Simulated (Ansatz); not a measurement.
# CdSe: band gap under strain

How does strain move the band edges of CdSe in the wurtzite structure, and do the functionals agree on it? States: -1.0 % equal strain in all directions; +0.5 % biaxial strain in x and y, free along z.

Code: Ansatz 0.2.0. PAW datasets, plane waves. Computed at 0 K without zero-point motion; spin polarisation is off.

**1. The structure to begin with**

The unstrained cell was relaxed with r2SCAN; in each strained cell the atoms were relaxed again with r2SCAN. Names of k-points are those of the unstrained zone, where strain can split equivalent points. First state: -1.0 % equal strain in all directions.

It is hexagonal, P6_3mc (No. 186); conventional cell a = 4.297 Å, c = 7.006 Å, 28.01 Å³ an atom. Cd has 4 Se at 2.63 Å; Se has 4 Cd at 2.63 Å.

As a file:

```xyz
4
Lattice="4.2973 0.0000 0.0000 -2.1487 3.7216 0.0000 0.0000 0.0000 7.0059" Properties=species:S:1:pos:R:3 pbc="T T T"
Cd    0.0000    2.4811   -0.0033
Cd    2.1487    1.2405    3.4996
Se    0.0000    2.4811    2.6305
Se    2.1487    1.2405    6.1335
```

From earlier runs on the unstrained cell: PBE 0.61 eV, r2SCAN 1.11 eV, HSE06 1.54 eV; a = 4.341 Å, c = 7.077 Å.

**2. -1.0 % equal strain in all directions: PBE**

input.yaml reads:

```yaml
crystal:
  lattice:
    - [4.2973164254, 0.0, 0.0]
    - [-2.1486582127, 3.7215851925, 0.0]
    - [0.0, 0.0, 7.0058795255]
  atoms:
    - { symbol: Cd, position: [0.3333333333, 0.6666666667, -0.0004760036] }
    - { symbol: Cd, position: [0.6666666667, 0.3333333333, 0.4995239964] }
    - { symbol: Se, position: [0.3333333333, 0.6666666667, 0.3754760036] }
    - { symbol: Se, position: [0.6666666667, 0.3333333333, 0.8754760036] }
kpoints:
  mp_grid: { grid: [12, 12, 4] }
  band_path:
    path:
      - [0.0, 0.0, 0.0]
      - [0.5, 0.0, 0.0]
      - [0.3333333333, 0.3333333333, 0.0]
      - [0.0, 0.0, 0.5]
      - [0.5, 0.0, 0.5]
      - [0.3333333333, 0.3333333333, 0.5]
    npoints: 1
hamiltonian:
  xc: pbe
scf:
  occupations: { method: fermi_dirac, width: 0.02 }
  n_extra_bands: 5
output:
  forces: true
  stress: true
  eigenvalues: true
  write_density: true
  write_potential: true
  elf: true
  volumetric_format: npy
```

Command:

```console
$ ansatz run input.yaml --threads 4 --pin off --max-ram 4608MiB --backend cpu --events-out ev --progress --plain --runs-dir out
```

Further steps of the session: -1.0 % equal strain in all directions: r2SCAN; -1.0 % equal strain in all directions: HSE06; +0.5 % biaxial strain in x and y, free along z: PBE; +0.5 % biaxial strain in x and y, free along z: r2SCAN; +0.5 % biaxial strain in x and y, free along z: HSE06.

What does the calculation give?

The runs gave:

Least gap in eV (negative: overlap), with the change from the unstrained cell in brackets:

| state | volume change (%) | PBE | r2SCAN | HSE06 |
| --- | --- | --- | --- | --- |
| -1.0 % equal strain in all directions | -3.0 | 0.68 (+0.07) | 1.18 (+0.07) | 1.62 (+0.08) |
| +0.5 % biaxial strain in x and y, free along z | +0.5 | 0.61 (+0.00) | 1.11 (+0.00) | 1.55 (+0.01) |

What this shows: The largest move of the HSE06 gap in the table is +0.078 eV, under -1.0 % equal strain in all directions. PBE and HSE06 differ by 0.93 eV on the unstrained gap, and by at most 0.01 eV on its change: the two disagree on the size of the gap but agree on its response to strain.
